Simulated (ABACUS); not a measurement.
**Ge: single point with PBE**

The system is Ge.

```xyz
2
Lattice="-2.5745 2.5745 1.3974 2.5745 -2.5745 1.3974 2.5745 2.5745 -1.3974" Properties=species:S:1:pos:R:3 pbc="T T T"
Ge    0.0000    0.0000    1.3974
Ge    2.5745    0.0000    0.6987
```

This isn't the form of Ge at room conditions, which is diamond.

```json
{"Program": "ABACUS 3.10.1", "Task": "single point", "Functional": "PBE", "Potentials or basis": "PseudoDojo NC SR 0.4.1 PBE standard", "Cutoff": "1075 eV", "Density cutoff": "4299 eV", "Basis": "plane waves", "k mesh": "11 × 11 × 11", "Occupations": "fermi-dirac, width 0.05 eV", "Spin": "no spin polarisation"}
```

- Pressure: 3.3 GPa
- Band gap on the k mesh: none (metal or under the smearing width)

Stress tensor (GPa, compression positive):
```
3.35 0.00 0.00
0.00 3.35 0.00
0.00 0.00 3.14
```

Levels at points of the mesh, in eV from the Fermi level:
```
           k point  band 11  band 12  band 13  band 14  band 15  band 16
(0.00, 0.00, 0.00)   -13.33    -4.09    -2.36    -2.36     3.25     7.59
```

Run time: 27 s on 4 MPI ranks on Intel(R) Xeon(R) Platinum 8488C (Sapphire Rapids), on a shared host, peak memory 0.44 GiB a rank.
